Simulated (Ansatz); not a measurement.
WSe2 (P-6m2) from a database of computed structures (r2SCAN+rVV10 geometry), in Ansatz:

```cif
data_structure
_symmetry_space_group_name_H-M 'P 1'
_symmetry_Int_Tables_number 1
_cell_length_a 3.2972
_cell_length_b 3.2972
_cell_length_c 7.1843
_cell_angle_alpha 90.000
_cell_angle_beta 90.000
_cell_angle_gamma 120.000
_cell_volume 67.64
loop_
_atom_site_label
_atom_site_type_symbol
_atom_site_fract_x
_atom_site_fract_y
_atom_site_fract_z
_atom_site_occupancy
W1 W 0.00000 0.00000 0.00000 1
Se1 Se 0.33333 0.66667 0.23192 1
Se2 Se 0.33333 0.66667 0.76808 1
```

G0W0@PBE with 254 empty bands, a screening cutoff of 140 eV and a 6×6×2 mesh (PAW, contour deformation) gives 1.733 eV over the mesh points, from a PBE gap of 1.376 eV; it sums over 277 bands with 247 plane waves in the screening and a wave cutoff of 420 eV. No extrapolation in bands, cutoff or mesh was made for G0W0. (Simulation; spin polarisation is off.)

Q: Another run gave a Kohn-Sham gap of 1.376 eV and a G0W0 gap of 1.753 eV, summing over 490 bands with 461 plane waves in the screening and a wave cutoff of 420 eV. What was changed?

A: Empty bands 467, screening cutoff 210 eV. The counts of bands and plane waves show it.

Q: Estimate the gap with starting point HSE06.

A: 1.950 eV (+0.217 eV), from a Kohn-Sham gap of 1.902 eV.

Q: Estimate the gap with starting point LDA.

A: 1.691 eV (-0.042 eV), from a Kohn-Sham gap of 1.307 eV.

Q: Estimate the gap with frequency model Godby-Needs pole.

A: 1.763 eV (+0.030 eV), from a Kohn-Sham gap of 1.376 eV.

No spin-orbit coupling is included; it can move band edges with weight on the heavy atoms by tenths of an eV.
